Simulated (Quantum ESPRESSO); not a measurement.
# Al2Ru (I4/mmm) in Quantum ESPRESSO: reference runs

How does Al2Ru come out in PBEsol? The cell is run as given and disturbed.

All numbers are computed with Quantum ESPRESSO 7.5; they aren't measurements. Logs are shortened: lines on timing, memory, paths and dates and some standing lists are left out, and cuts for length are marked.

**1. The crystal as given**

Symmetry: I4/mmm, No. 139, tetragonal system. The conventional cell has a = 3.121 Å, b = 3.121 Å, c = 8.444 Å, α = 90.00°, β = 90.00°, γ = 90.00°. Ru (site symmetry 4/mmm) is surrounded by 10 Al at 2.58 to 2.88 Å. Al (site symmetry 4mm) is surrounded by 5 Ru at 2.58 to 2.88 Å and 5 Al at 2.69 Å.

The cell comes from a database or a generator and needn't be the stable form of this composition.

**2. Single point, PBEsol**

pw.in reads:

```
&CONTROL
  calculation = 'scf'
  prefix = 'pwscf'
  outdir = './tmp'
  pseudo_dir = './pseudo'
  tprnfor = .true.
  tstress = .true.
  disk_io = 'low'
/
&SYSTEM
  ibrav = 0
  celldm(1) = 8
  nat = 3
  ntyp = 2
  ecutwfc = 45
  ecutrho = 360
  nbnd = 18
  occupations = 'smearing'
  smearing = 'fd'
  degauss = 0.00367493
/
&ELECTRONS
  conv_thr = 6d-10
  electron_maxstep = 120
  mixing_beta = 0.5
/
ATOMIC_SPECIES
Ru   101.0700 ru_pbesol_v1.2.uspp.F.UPF
Al    26.9815 al_pbesol_v1.uspp.F.UPF
CELL_PARAMETERS alat
 -0.3685961875931   0.3685961875931   0.9972570395643
  0.3685961875931  -0.3685961875931   0.9972570395643
  0.3685961875931   0.3685961875931  -0.9972570395643
ATOMIC_POSITIONS crystal
Ru     0.0000000000    0.0000000000    0.0000000000
Al     0.3407978100    0.3407978100    0.0000000000
Al     0.6592021900    0.6592021900    0.0000000000
K_POINTS automatic
12 12 12 0 0 0
```

pp_density.in reads:

```
&INPUTPP
  prefix = 'pwscf'
  outdir = './tmp'
  filplot = 'density.dat'
  plot_num = 0
/
&PLOT
  nfile = 1
  filepp(1) = 'density.dat'
  iflag = 3
  output_format = 6
  fileout = 'density.cube'
/
```

pp_potential.in reads:

```
&INPUTPP
  prefix = 'pwscf'
  outdir = './tmp'
  filplot = 'potential.dat'
  plot_num = 11
/
&PLOT
  nfile = 1
  filepp(1) = 'potential.dat'
  iflag = 3
  output_format = 6
  fileout = 'potential.cube'
/
```

Potentials or basis: GBRV 1.5 PBEsol.

The run is started by

```sh
$ OMP_NUM_THREADS=1 mpirun -n 2 pw.x -nk 2 -in pw.in > pw.out
$ OMP_NUM_THREADS=1 mpirun -n 1 pp.x -in pp_density.in > pp_density.out
$ OMP_NUM_THREADS=1 mpirun -n 1 pp.x -in pp_potential.in > pp_potential.out
```

pw.out:

```text
This program is part of the open-source Quantum ESPRESSO suite
     for quantum simulation of materials; please cite
         "P. Giannozzi et al., J. Phys.:Condens. Matter 21 395502 (2009);
         "P. Giannozzi et al., J. Phys.:Condens. Matter 29 465901 (2017);
         "P. Giannozzi et al., J. Chem. Phys. 152 154105 (2020);
     in publications or presentations arising from this work. More details at

     Message from routine setup:
     using ibrav=0 with symmetry is DISCOURAGED, use correct ibrav instead

     K-points division:     npool     =       2
     Subspace diagonalization in iterative solution of the eigenvalue problem:
     a serial algorithm will be used

     G-vector sticks info
     --------------------
     sticks:   dense  smooth     PW     G-vecs:    dense   smooth      PW
     Sum        1913     955    355                31993    11331    2653

     Using Slab Decomposition

     bravais-lattice index     =            0
     lattice parameter (alat)  =       8.0000  a.u.
     unit-cell volume          =     277.4845 (a.u.)^3
     number of atoms/cell      =            3
     number of atomic types    =            2
     number of electrons       =        22.00
     number of Kohn-Sham states=           18
     kinetic-energy cutoff     =      45.0000  Ry
     charge density cutoff     =     360.0000  Ry
     scf convergence threshold =      6.0E-10
     mixing beta               =       0.5000
     number of iterations used =            8  plain     mixing
     Exchange-correlation= SLA  PW   PSX  PSC
                           (   1   4  10   8   0   0   0)

     celldm(1)=   8.000000  celldm(2)=   0.000000  celldm(3)=   0.000000
     celldm(4)=   0.000000  celldm(5)=   0.000000  celldm(6)=   0.000000

     crystal axes: (cart. coord. in units of alat)
               a(1) = (  -0.368596   0.368596   0.997257 )
               a(2) = (   0.368596  -0.368596   0.997257 )
               a(3) = (   0.368596   0.368596  -0.997257 )

     reciprocal axes: (cart. coord. in units 2 pi/alat)
               b(1) = (  0.000000  1.356498  0.501375 )
               b(2) = (  1.356498  0.000000  0.501375 )
               b(3) = (  1.356498  1.356498  0.000000 )

     PseudoPot. # 1 for Ru read from file:
     ru_pbesol_v1.2.uspp.F.UPF
     Pseudo is Ultrasoft + core correction, Zval = 16.0
     Generated by new atomic code, or converted to UPF format
     Using radial grid of  967 points,  6 beta functions with:
                l(1) =   0
                l(2) =   0
                l(3) =   1
                l(4) =   1
                l(5) =   2
                l(6) =   2
     Q(r) pseudized with  8 coefficients,  rinner =    1.300   1.300   1.300
                                                       1.300   1.300

     PseudoPot. # 2 for Al read from file:
     al_pbesol_v1.uspp.F.UPF
     Pseudo is Ultrasoft + core correction, Zval =  3.0
     Generated by new atomic code, or converted to UPF format
     Using radial grid of  893 points,  3 beta functions with:
                l(1) =   0
                l(2) =   1
                l(3) =   2
     Q(r) pseudized with  8 coefficients,  rinner =    0.900   0.900   0.900
                                                       0.900   0.900

     atomic species   valence    mass     pseudopotential
     Ru               16.00   101.07000     Ru( 1.00)
     Al                3.00    26.98150     Al( 1.00)

     16 Sym. Ops., with inversion, found

   Cartesian axes

     site n.     atom                  positions (alat units)
         1        Ru     tau(   1) = (   0.0000000   0.0000000   0.0000000  )
         2        Al     tau(   2) = (   0.0000000   0.0000000   0.6797260  )
         3        Al     tau(   3) = (  -0.0000000  -0.0000000   1.3147880  )

     number of k points=   163  Fermi-Dirac smearing, width (Ry)=  0.0037

     Number of k-points >= 100: set verbosity='high' to print them.

     Dense  grid:    31993 G-vectors     FFT dimensions: (  60,  60,  60)

     Smooth grid:    11331 G-vectors     FFT dimensions: (  40,  40,  40)

     Initial potential from superposition of free atoms

     starting charge      20.9953, renormalised to      22.0000

     negative rho (up, down):  7.386E-02 0.000E+00
     Starting wfcs are   21 randomized atomic wfcs

     Self-consistent Calculation

     iteration #  1     ecut=    45.00 Ry     beta= 0.50
     Davidson diagonalization with overlap
     ethr =  1.00E-02,  avg # of iterations =  4.9

     negative rho (up, down):  7.463E-02 0.000E+00

     total energy              =    -206.56096771 Ry
     estimated scf accuracy    <       2.46457818 Ry

     iteration #  2     ecut=    45.00 Ry     beta= 0.50
     Davidson diagonalization with overlap
     ethr =  1.00E-02,  avg # of iterations =  2.1

     negative rho (up, down):  7.354E-02 0.000E+00

     total energy              =    -207.06397505 Ry
     estimated scf accuracy    <       5.06703414 Ry

     iteration #  3     ecut=    45.00 Ry     beta= 0.50
     Davidson diagonalization with overlap
     ethr =  1.00E-02,  avg # of iterations =  1.9

     negative rho (up, down):  7.322E-02 0.000E+00

     total energy              =    -207.71672620 Ry
     estimated scf accuracy    <       0.02006498 Ry

     iteration #  4     ecut=    45.00 Ry     beta= 0.50
     Davidson diagonalization with overlap
     ethr =  9.12E-05,  avg # of iterations =  3.3

     negative rho (up, down):  7.331E-02 0.000E+00

     total energy              =    -207.71925395 Ry
     estimated scf accuracy    <       0.00242201 Ry

     iteration #  5     ecut=    45.00 Ry     beta= 0.50
     Davidson diagonalization with overlap
     ethr =  1.10E-05,  avg # of iterations =  2.4

     negative rho (up, down):  7.339E-02 0.000E+00

     total energy              =    -207.71949009 Ry
     estimated scf accuracy    <       0.00013129 Ry

     iteration #  6     ecut=    45.00 Ry     beta= 0.50
     Davidson diagonalization with overlap
     ethr =  5.97E-07,  avg # of iterations =  2.6

     negative rho (up, down):  7.340E-02 0.000E+00

     total energy              =    -207.71950855 Ry
     estimated scf accuracy    <       0.00002099 Ry

     iteration #  7     ecut=    45.00 Ry     beta= 0.50
     Davidson diagonalization with overlap
     ethr =  9.54E-08,  avg # of iterations =  1.5

     negative rho (up, down):  7.339E-02 0.000E+00

     total energy              =    -207.71951162 Ry
     estimated scf accuracy    <       0.00000006 Ry

     iteration #  8     ecut=    45.00 Ry     beta= 0.50
     Davidson diagonalization with overlap
     ethr =  2.83E-10,  avg # of iterations =  4.4

     negative rho (up, down):  7.338E-02 0.000E+00

     total energy              =    -207.71951173 Ry
     estimated scf accuracy    <       0.00000003 Ry

     iteration #  9     ecut=    45.00 Ry     beta= 0.50
     Davidson diagonalization with overlap
     ethr =  1.44E-10,  avg # of iterations =  1.1

     negative rho (up, down):  7.338E-02 0.000E+00

     End of self-consistent calculation

     Number of k-points >= 100: set verbosity='high' to print the bands.

     the Fermi energy is    14.0362 ev

!    total energy              =    -207.71951174 Ry
     estimated scf accuracy    <          3.8E-10 Ry
     smearing contrib. (-TS)   =      -0.00015665 Ry
     internal energy E=F+TS    =    -207.71935509 Ry

     The total energy is F=E-TS. E is the sum of the following terms:
     one-electron contribution =     -92.51817347 Ry
     hartree contribution      =      57.02446325 Ry
     xc contribution           =     -34.53448951 Ry
     ewald contribution        =    -137.69115537 Ry

     convergence has been achieved in   9 iterations

     negative rho (up, down):  7.338E-02 0.000E+00

     Forces acting on atoms (cartesian axes, Ry/au):

     atom    1 type  1   force =    -0.00000000   -0.00000000    0.00000000
     atom    2 type  2   force =    -0.00000000   -0.00000000    0.00123311
     atom    3 type  2   force =     0.00000000    0.00000000   -0.00123311

     Total force =     0.001744     Total SCF correction =     0.000001

     Computing stress (Cartesian axis) and pressure

     negative rho (up, down):  7.338E-02 0.000E+00
          total   stress  (Ry/bohr**3)                   (kbar)     P=       -5.88
  -0.00002124   0.00000000  -0.00000000           -3.12        0.00       -0.00
  -0.00000000  -0.00002124  -0.00000000           -0.00       -3.12       -0.00
  -0.00000000  -0.00000000  -0.00007743           -0.00       -0.00      -11.39

=------------------------------------------------------------------------------=
   JOB DONE.
=------------------------------------------------------------------------------=
```

Run time: 51 s. Hardware: 2 MPI ranks of Arm Neoverse V2, shared host; peak memory 0.3 GiB.

What came out:

```
Free energy            : -2826.1679 eV
Pressure               : -0.6 GPa
Largest force          : 0.032 eV/Å
Band gap on the k mesh : none (metal or under the smearing width)
```

Forces on the atoms (eV/Å):
```
Ru   0.000  0.000  0.000
Al   0.000  0.000  0.032
Al   0.000  0.000 -0.032
```

**3. Single point, PBEsol (atoms moved at random, drawn with an rms of 0.05 Å)**

pw.in reads:

```
&CONTROL
  calculation = 'scf'
  prefix = 'pwscf'
  outdir = './tmp'
  pseudo_dir = './pseudo'
  tprnfor = .true.
  tstress = .true.
  disk_io = 'nowf'
/
&SYSTEM
  ibrav = 0
  nat = 3
  ntyp = 2
  ecutwfc = 45
  ecutrho = 360
  nbnd = 18
  occupations = 'smearing'
  smearing = 'fd'
  degauss = 0.00367493
/
&ELECTRONS
  conv_thr = 6d-10
  electron_maxstep = 120
  mixing_beta = 0.5
/
ATOMIC_SPECIES
Ru   101.0700 ru_pbesol_v1.2.uspp.F.UPF
Al    26.9815 al_pbesol_v1.uspp.F.UPF
CELL_PARAMETERS angstrom
  -1.5604216200    1.5604216200    4.2218055900
   1.5604216200   -1.5604216200    4.2218055900
   1.5604216200    1.5604216200   -4.2218055900
ATOMIC_POSITIONS crystal
Ru     0.0148100000    0.0019880000    0.0032920000
Al     0.3397100000    0.3385090000   -0.0032420000
Al     0.6556530000    0.6425120000   -0.0177630000
K_POINTS automatic
12 12 12 0 0 0
```

Potentials or basis: GBRV 1.5 PBEsol.

The run is started by

```sh
$ OMP_NUM_THREADS=1 mpirun -n 2 pw.x -nk 2 -in pw.in > pw.out
```

pw.out:

```text
This program is part of the open-source Quantum ESPRESSO suite
     for quantum simulation of materials; please cite
[... 10 lines left out ...]
     --------------------
     sticks:   dense  smooth     PW     G-vecs:    dense   smooth      PW
     Sum        1913     955    355                31993    11331    2653

     Using Slab Decomposition

     bravais-lattice index     =            0
     lattice parameter (alat)  =       9.0022  a.u.
     unit-cell volume          =     277.4845 (a.u.)^3
     number of atoms/cell      =            3
     number of atomic types    =            2
     number of electrons       =        22.00
     number of Kohn-Sham states=           18
     kinetic-energy cutoff     =      45.0000  Ry
     charge density cutoff     =     360.0000  Ry
     scf convergence threshold =      6.0E-10
     mixing beta               =       0.5000
     number of iterations used =            8  plain     mixing
     Exchange-correlation= SLA  PW   PSX  PSC
                           (   1   4  10   8   0   0   0)

     celldm(1)=   9.002214  celldm(2)=   0.000000  celldm(3)=   0.000000
     celldm(4)=   0.000000  celldm(5)=   0.000000  celldm(6)=   0.000000

     crystal axes: (cart. coord. in units of alat)
               a(1) = (  -0.327560   0.327560   0.886233 )
               a(2) = (   0.327560  -0.327560   0.886233 )
               a(3) = (   0.327560   0.327560  -0.886233 )

     reciprocal axes: (cart. coord. in units 2 pi/alat)
               b(1) = ( -0.000000  1.526436  0.564186 )
               b(2) = (  1.526436 -0.000000  0.564186 )
               b(3) = (  1.526436  1.526436  0.000000 )

     PseudoPot. # 1 for Ru read from file:
     ru_pbesol_v1.2.uspp.F.UPF
     Pseudo is Ultrasoft + core correction, Zval = 16.0
     Generated by new atomic code, or converted to UPF format
     Using radial grid of  967 points,  6 beta functions with:
                l(1) =   0
                l(2) =   0
                l(3) =   1
                l(4) =   1
                l(5) =   2
                l(6) =   2
     Q(r) pseudized with  8 coefficients,  rinner =    1.300   1.300   1.300
                                                       1.300   1.300

     PseudoPot. # 2 for Al read from file:
     al_pbesol_v1.uspp.F.UPF
     Pseudo is Ultrasoft + core correction, Zval =  3.0
     Generated by new atomic code, or converted to UPF format
     Using radial grid of  893 points,  3 beta functions with:
                l(1) =   0
                l(2) =   1
                l(3) =   2
     Q(r) pseudized with  8 coefficients,  rinner =    0.900   0.900   0.900
                                                       0.900   0.900

     atomic species   valence    mass     pseudopotential
     Ru               16.00   101.07000     Ru( 1.00)
     Al                3.00    26.98150     Al( 1.00)

     No symmetry found

   Cartesian axes

     site n.     atom                  positions (alat units)
         1        Ru     tau(   1) = (  -0.0031217   0.0052783   0.0119695  )
         2        Al     tau(   2) = (  -0.0014554  -0.0006686   0.6039330  )
         3        Al     tau(   3) = (  -0.0101229  -0.0015140   1.1662183  )

     number of k points=   868  Fermi-Dirac smearing, width (Ry)=  0.0037

     Number of k-points >= 100: set verbosity='high' to print them.

     Dense  grid:    31993 G-vectors     FFT dimensions: (  60,  60,  60)

     Smooth grid:    11331 G-vectors     FFT dimensions: (  40,  40,  40)

     Initial potential from superposition of free atoms

     starting charge      20.9953, renormalised to      22.0000

     negative rho (up, down):  7.355E-02 0.000E+00
     Starting wfcs are   21 randomized atomic wfcs

     Self-consistent Calculation

     iteration #  1     ecut=    45.00 Ry     beta= 0.50
     Davidson diagonalization with overlap
     ethr =  1.00E-02,  avg # of iterations =  4.9

     negative rho (up, down):  7.450E-02 0.000E+00

     total energy              =    -206.56927616 Ry
     estimated scf accuracy    <       2.44744999 Ry

     iteration #  2     ecut=    45.00 Ry     beta= 0.50
     Davidson diagonalization with overlap
     ethr =  1.00E-02,  avg # of iterations =  2.0

     negative rho (up, down):  7.329E-02 0.000E+00

     total energy              =    -207.06755850 Ry
     estimated scf accuracy    <       5.01187700 Ry

     iteration #  3     ecut=    45.00 Ry     beta= 0.50
     Davidson diagonalization with overlap
     ethr =  1.00E-02,  avg # of iterations =  1.9

     negative rho (up, down):  7.296E-02 0.000E+00

     total energy              =    -207.71487369 Ry
     estimated scf accuracy    <       0.02007629 Ry

     iteration #  4     ecut=    45.00 Ry     beta= 0.50
     Davidson diagonalization with overlap
     ethr =  9.13E-05,  avg # of iterations =  3.2
[... 37 lines left out ...]
     negative rho (up, down):  7.312E-02 0.000E+00

     total energy              =    -207.71759854 Ry
     estimated scf accuracy    <       0.00000009 Ry

     iteration #  9     ecut=    45.00 Ry     beta= 0.50
     Davidson diagonalization with overlap
     ethr =  3.97E-10,  avg # of iterations =  2.4

     negative rho (up, down):  7.312E-02 0.000E+00

     total energy              =    -207.71759857 Ry
     estimated scf accuracy    <          2.1E-09 Ry

     iteration # 10     ecut=    45.00 Ry     beta= 0.50
     Davidson diagonalization with overlap
     ethr =  9.49E-12,  avg # of iterations =  3.2

     negative rho (up, down):  7.312E-02 0.000E+00

     End of self-consistent calculation

     Number of k-points >= 100: set verbosity='high' to print the bands.

     the Fermi energy is    14.0415 ev

!    total energy              =    -207.71759857 Ry
     estimated scf accuracy    <          3.1E-10 Ry
     smearing contrib. (-TS)   =      -0.00017019 Ry
     internal energy E=F+TS    =    -207.71742838 Ry

     The total energy is F=E-TS. E is the sum of the following terms:
     one-electron contribution =     -92.66710276 Ry
     hartree contribution      =      57.09775982 Ry
     xc contribution           =     -34.53892446 Ry
     ewald contribution        =    -137.60916099 Ry

     convergence has been achieved in  10 iterations

     negative rho (up, down):  7.312E-02 0.000E+00

     Forces acting on atoms (cartesian axes, Ry/au):

     atom    1 type  1   force =    -0.00573833   -0.01076442   -0.02013934
     atom    2 type  2   force =    -0.00614308    0.00359150    0.00729493
     atom    3 type  2   force =     0.01188141    0.00717292    0.01284441

     Total force =     0.031872     Total SCF correction =     0.000007

     Computing stress (Cartesian axis) and pressure

     negative rho (up, down):  7.312E-02 0.000E+00
          total   stress  (Ry/bohr**3)                   (kbar)     P=       -1.05
  -0.00000175   0.00000519   0.00000604           -0.26        0.76        0.89
   0.00000519   0.00000023   0.00001363            0.76        0.03        2.01
   0.00000604   0.00001363  -0.00001993            0.89        2.01       -2.93

=------------------------------------------------------------------------------=
   JOB DONE.
=------------------------------------------------------------------------------=
```

Wall time 4.4 min (2 MPI ranks of Arm Neoverse V2, shared host); peak memory 0.56 GiB.

Results:

- Free energy: -2826.1419 eV
- Pressure: -0.1 GPa
- Largest force: 0.605 eV/Å
- Band gap on the k mesh: none (metal or under the smearing width)

Forces on the atoms (eV/Å):
```
Ru  -0.148 -0.277 -0.518
Al  -0.158  0.092  0.188
Al   0.305  0.184  0.330
```

Stress tensor (GPa, compression positive):
```
-0.03  0.08  0.09
 0.08  0.00  0.20
 0.09  0.20 -0.29
```
